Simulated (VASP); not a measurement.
Runs of VASP 6.6.1 on Co. Symmetry: P6_3/mmc, No. 194, hexagonal system. Conventional cell: a = 2.472 Å, b = 2.472 Å, c = 4.021 Å, α = 90.00°, β = 90.00°, γ = 120.00°. Co (site symmetry -6m2) is surrounded by 12 Co at 2.47 Å. 

```tsv
task	level	potentials or basis	spin	U	cell	smearing	LDAUTYPE	hund's J	other keys	gap on the mesh (eV)	pressure (GPa)	moment (μB)
single point	PBE+D3+U	VASP PAW PBE potentials, release 64 (Co)	collinear, antiferromagnetic start	Co d U = 5.3 eV	volume scaled by 1.25	gaussian 0.05 eV	-	-	-	none	-3.0	0.00
band structure	RPBE+U	VASP PAW PBE potentials, release 64 (Co)	collinear, antiferromagnetic start	Co d U = 6 eV, J = 0.9 eV	as given	fermi-dirac 0.1 eV	1	0.9	-	-	-	0.00
band structure	LDA+U	VASP PAW LDA potentials, release 64 (Co)	collinear, ferromagnetic start	Co d U = 8 eV, J = 1.0 eV	as given	methfessel-paxton 0.2 eV	1	1	-	-	-19.5	(b)
relaxation of the atoms	PBE+D4+U	VASP PAW PBE potentials, release 64 (Co)	collinear, zero start	Co d U = 2 eV, J = 0.5 eV	atoms relaxed from: atoms moved at random, drawn with an rms of 0.05 Å	methfessel-paxton 0.1 eV	2	0.5	AMIX = 0.6	none	-17.5	0.00
single point	PBE	VASP PAW PBE potentials, release 64 (Co)	collinear, ferromagnetic start	-	as given	gaussian 0.1 eV	-	-	-	none	3.9	3.20
single point	PBEsol	VASP PAW PBE potentials, release 64 (Co)	collinear, ferromagnetic start	-	as given	gaussian 0.02 eV	-	-	-	none	(a)	3.19
electron localisation function	LDA+U	VASP PAW LDA potentials, release 64 (Co)	collinear, ferromagnetic start	Co d U = 2 eV, J = 0.5 eV	as given	tetrahedron	1	0.5	ISMEAR = -5; SIGMA = 0.02	none	-16.2	(c)
```

Alike in all rows: k mesh 12 × 12 × 7; cutoff (eV) 520.

Q: Fill in the values left out.

A: (a) -6.6; (b) 3.75; (c) 3.27.

Caveats: the U is typed as a test and isn't derived for this compound (some runs); pairwise dispersion overbinds metals, which lowers pressure and volume (some runs); the PAW data sets were made with another functional, which shifts forces and pressure a little (some runs); tetrahedron occupations give inexact forces and stress in metals (some runs).

A gap of «none» marks a metal or a gap under the smearing width.
